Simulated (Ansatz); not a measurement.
# Si: the cost of one run

Computed with Ansatz 0.2.0 (DFT PBE, scalar-relativistic, plane waves, PAW, unless a step's input says otherwise).

### 1 The system as given

It takes space group P-4n2 (No. 118, tetragonal). The conventional cell has a = 6.088 Å, b = 6.088 Å, c = 2.645 Å, α = 90.00°, β = 90.00°, γ = 90.00°. Si (site symmetry 2) has 5 Si at 2.38 to 2.65 Å as nearest neighbours. Around Si (site symmetry -4) lie 6 Si at 2.45 to 2.65 Å.

Coordinates:

```xyz
6
Lattice="6.0880 0.0000 0.0000 0.0000 6.0880 0.0000 0.0000 0.0000 2.6453" Properties=species:S:1:pos:R:3 pbc="T T T"
Si    0.8412    2.2028    0.6613
Si    5.2468    3.8852    0.6613
Si    2.2028    5.2468    1.9840
Si    3.8852    0.8412    1.9840
Si    3.0440    3.0440    0.0000
Si    0.0000    0.0000    1.3226
```

The cell was relaxed beforehand at this level, from a generated guess; it is a trial structure. At a tolerance of 0.05 Å it has space group P-4n2 (No. 118); it has 16.34 Å³/atom, an uncorrected energy of +0.37 eV/atom over the standard state.

### 2 Static run: bands, density of states and charges

File input.yaml:

```yaml
crystal:
  lattice:
    - [6.0879741236, 0.0, 0.0]
    - [0.0, 6.0879741236, 0.0]
    - [0.0, 0.0, 2.645297004]
  atoms:
    - { symbol: Si, position: [0.1381761267, 0.3618238733, 0.25] }
    - { symbol: Si, position: [0.8618238733, 0.6381761267, 0.25] }
    - { symbol: Si, position: [0.3618238733, 0.8618238733, 0.75] }
    - { symbol: Si, position: [0.6381761267, 0.1381761267, 0.75] }
    - { symbol: Si, position: [0.5, 0.5, 0.0] }
    - { symbol: Si, position: [0.0, 0.0, 0.5] }
basis:
  ecutwfc: 420
kpoints:
  mp_grid: { grid: [6, 6, 14] }
  band_path:
    path:
      - [[0.0, 0.0, 0.0], [0.0, 0.5, 0.0], [0.5, 0.5, 0.0], [0.0, 0.0, 0.0], [0.0, 0.0, 0.5], [0.0, 0.5, 0.5], [0.5, 0.5, 0.5], [0.0, 0.0, 0.5]]
      - [[0.0, 0.5, 0.0], [0.0, 0.5, 0.5]]
      - [[0.5, 0.5, 0.0], [0.5, 0.5, 0.5]]
    npoints: 14
hamiltonian:
  xc: pbe
scf:
  occupations: { method: gaussian, width: 0.1 }
  n_extra_bands: 15
output:
  forces: true
  stress: true
  eigenvalues: true
  populations: true
  dos: { projected: true, de: 0.02, nscf_kmesh: { grid: [8, 8, 17] } }
  bader: true
```

The run is started by

```console
ansatz run input.yaml --threads 1 --pin off --max-ram 2560MiB --backend cpu --events-out ev --progress --plain --runs-dir out
```

Q: Estimate wall time and peak memory on 1 thread of Arm Neoverse V2, shared host.

About 1.8 min, with a peak of 0.47 GiB.
